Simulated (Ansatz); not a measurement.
Input, command and steps of an Ansatz relaxation.

```yaml
crystal:
  lattice:
    - [3.782672254, 0.0, 0.0]
    - [0.0, 3.782672254, 0.0]
    - [0.0, 0.0, 3.782672254]
  atoms:
    - { symbol: Pb, position: [0.0, 0.0, 0.0] }
    - { symbol: S, position: [0.5, 0.5, 0.5] }
basis:
  ecutwfc: 420
kpoints:
  mp_grid: { grid: [4, 4, 4] }
hamiltonian:
  xc: pbe
scf:
  occupations: { method: gaussian, width: 0.1 }
  lower_state_search: "off"
output:
  forces: true
  stress: true
  eigenvalues: true
relax:
  adjacent_minimum: "off"
  f_tol: 0.04
  max_steps: 70
  cell: { stress_tol: 0.4 }
```

```bash
ansatz run input.yaml --threads 1 --pin off --max-ram 2560MiB --backend cpu --events-out ev --progress --plain --runs-dir out
```

Theory: Ansatz 0.2.0, DFT PBE, scalar-relativistic, plane waves, PAW.

Of 4 frames 4 are shown, positions in Å and forces in eV/Å; the SCF threshold varies from step to step. Steps run on the plane waves of an earlier cell, with a Pulay correction in the pressure. The basis is chosen afresh for the last frame, the zero of the energies, and at times for earlier ones too; energy and pressure step there, also at an unchanged geometry.

```xyz
2
Lattice="3.7827 0.0000 0.0000 0.0000 3.7827 0.0000 0.0000 0.0000 3.7827" Properties=species:S:1:pos:R:3:forces:R:3 pbc="T T T" step=1 free_energy_over_end_meV_per_atom=45.26 pressure_GPa=-4.46
Pb    0.0000    0.0000    0.0000    0.0000    0.0000    0.0000
S     1.8913    1.8913    1.8913    0.0000    0.0000    0.0000
2
Lattice="3.6506 0.0000 0.0000 0.0000 3.6506 0.0000 0.0000 0.0000 3.6506" Properties=species:S:1:pos:R:3:forces:R:3 pbc="T T T" step=2 free_energy_over_end_meV_per_atom=-0.01 pressure_GPa=-0.41
Pb    0.0000    0.0000    0.0000    0.0000    0.0000    0.0000
S     1.8253    1.8253    1.8253    0.0000    0.0000    0.0000
2
Lattice="3.6382 0.0000 0.0000 0.0000 3.6382 0.0000 0.0000 0.0000 3.6382" Properties=species:S:1:pos:R:3:forces:R:3 pbc="T T T" step=3 free_energy_over_end_meV_per_atom=-0.25 pressure_GPa=0.14
Pb    0.0000    0.0000    0.0000    0.0000    0.0000    0.0000
S     1.8191    1.8191    1.8191    0.0000    0.0000    0.0000
2
Lattice="3.6382 0.0000 0.0000 0.0000 3.6382 0.0000 0.0000 0.0000 3.6382" Properties=species:S:1:pos:R:3:forces:R:3 pbc="T T T" step=4 free_energy_over_end_meV_per_atom=0.00 pressure_GPa=0.13
Pb    0.0000    0.0000    0.0000    0.0000    0.0000    0.0000
S     1.8191    1.8191    1.8191    0.0000    0.0000    0.0000
```

The start puts this composition into another compound's structure type, which needn't suit it. At the end the space group is Pm-3m (tolerance 0.05 Å).

It took 3 s on 1 thread of Arm Neoverse V2, with other jobs on the host, peak memory 0.28 GiB.

The k mesh is coarse. Spin–orbit coupling is left out, which can shift energies with elements as heavy as these.